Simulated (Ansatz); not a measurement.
Bi across functionals

```
CELL_PARAMETERS angstrom
3.48860 -3.13258 0.00000
3.48860 3.13258 0.00000
-1.26023 0.00000 3.11355
ATOMIC_POSITIONS crystal
Bi 0.24694 0.24694 0.14262
Bi 0.75306 0.75306 0.85738
```

Atoms are numbered in the order listed.

The cell is the one relaxed in the Materials Project (mp-23157), not relaxed further here; entries there can be hypothetical.

No spin–orbit coupling, which matters for the heavy atoms here.

One fixed cell is solved with several functionals by PAW with the default files in Ansatz 0.2.0, scalar-relativistically. A positive pressure means that the functional wants a larger cell.

The PAW files were made with PBE; their cores are remade for each functional.

Settings: a Γ-centred 9×9×13 k mesh, Fermi–Dirac smearing of 0.05 eV, cutoff 500 eV, no spin polarisation; the PAW files were made with PBE, and the program remakes their frozen cores for this functional.

Cutoffs: r²SCAN 500 eV, LDA 420 eV, PBEsol 420 eV, PBE 420 eV.

Problem. Order the settings by the pressure that they give at this fixed cell, lowest first.
A. PBE
B. PBEsol
C. LDA
D. r²SCAN

Solution. C (-3.62 GPa), B (-2.42 GPa), D (-0.78 GPa), A (0.07 GPa).

```json
{"setting": "r²SCAN", "P (GPa)": "-0.78", "force Bi1 x (eV/Å)": "-0.118", "lowest level at Γ above −25 eV, from the valence-band top or, without a gap, the Fermi level (eV)": "-23.75"}
{"setting": "LDA", "P (GPa)": "-3.62", "force Bi1 x (eV/Å)": "-0.075", "lowest level at Γ above −25 eV, from the valence-band top or, without a gap, the Fermi level (eV)": "-22.80"}
{"setting": "PBEsol", "P (GPa)": "-2.42", "force Bi1 x (eV/Å)": "-0.052", "lowest level at Γ above −25 eV, from the valence-band top or, without a gap, the Fermi level (eV)": "-22.87"}
{"setting": "PBE", "P (GPa)": "0.07", "force Bi1 x (eV/Å)": "-0.040", "lowest level at Γ above −25 eV, from the valence-band top or, without a gap, the Fermi level (eV)": "-22.95"}
```
